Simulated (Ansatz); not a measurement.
Te and the effect of the screening of exact exchange

```yaml
crystal:
  lattice:
    - [4.45400, 0.00000, 0.00000]
    - [-2.22700, 3.85728, 0.00000]
    - [0.00000, 0.00000, 5.92400]
  atoms:
    - { symbol: Te, position: [0.73100, 0.73100, 0.00000] }
    - { symbol: Te, position: [0.00000, 0.26900, 0.66667] }
    - { symbol: Te, position: [0.26900, 0.00000, 0.33333] }
```

Kept alike: task single point; functional HSE06 form with a typed share of exact exchange; k mesh 4 × 4 × 3; occupations fermi-dirac, width 0.05 eV; no spin polarisation. Program: Ansatz, Ansatz PAW, cutoff 420 eV. Exact-exchange share held at 0.25. The mesh is that of the run's cell of 3 atoms. No spin-orbit coupling.

| screening of exact exchange, ω (Å⁻¹) | pressure (GPa) |
| --- | --- |
| 0.1 | -0.34 |
| 0.15 | -0.27 |
| 0.2 | -0.18 |
| 0.3 | 0.03 |
| 0.4 | ? |
| 0.6 | 0.67 |

The k mesh is coarse, so the values aren't converged. Pressure is positive in compression, with a Pulay correction for the finite cutoff. All rows use potentials made for PBE. The mesh is thin for exact exchange.

Fit the rows shown and predict the run at 0.4 Å⁻¹.

A least-squares parabola through the rows shown is pressure = 0.635 ω² + 1.596 ω - 0.515 (largest miss 0.010); at ω = 0.4 it gives 0.23 GPa. The run gave: pressure 0.26 GPa.
